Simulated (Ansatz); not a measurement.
# SiC: the cost of one run

Computed with Ansatz 0.2.0 (DFT r2SCAN, scalar-relativistic, plane waves, PAW, unless a step's input says otherwise).

The COD entry's cell or inner coordinates are ideal or old and differ from later refinements, so a difference from it is no clean test against experiment.

### Step 1. The system as given

Symmetry: F-43m, No. 216, cubic system. The conventional cell has a = 4.356 Å, b = 4.356 Å, c = 4.356 Å, α = 90.00°, β = 90.00°, γ = 90.00°. Around Si (site symmetry -43m) lie 4 C at 1.89 Å. Around C (site symmetry -43m) lie 4 Si at 1.89 Å.

As a file:

```
CELL_PARAMETERS angstrom
0.00000 2.17814 2.17814
2.17814 0.00000 2.17814
2.17814 2.17814 0.00000
ATOMIC_POSITIONS crystal
Si 0.00000 0.00000 0.00000
C 0.75000 0.75000 0.75000
```

It is the result of an earlier relaxation at this level (volume 10.33 Å³/atom; gap on the mesh: 1.71 eV).

### Step 2. The undisturbed cell

Input file input.yaml:

```yaml
crystal:
  lattice:
    - [0.0, 2.178144982, 2.178144982]
    - [2.178144982, 0.0, 2.178144982]
    - [2.178144982, 2.178144982, 0.0]
  atoms:
    - { symbol: Si, position: [0.0, 0.0, 0.0] }
    - { symbol: C, position: [0.75, 0.75, 0.75] }
basis:
  ecutwfc: 500
kpoints:
  mp_grid: { grid: [8, 8, 8] }
hamiltonian:
  xc: r2scan
scf:
  occupations: { method: gaussian, width: 0.05 }
output:
  forces: true
  stress: true
  eigenvalues: true
```

Started as:

```bash
$ ansatz run input.yaml --threads 1 --pin off --max-ram 2560MiB --backend cpu --events-out ev --progress --plain --runs-dir out
```

What time and memory should one allow on 1 thread of Intel Xeon at 2.50GHz (Skylake/Cascade Lake), shared host?

About 4.9 s, with a peak of 0.34 GiB.
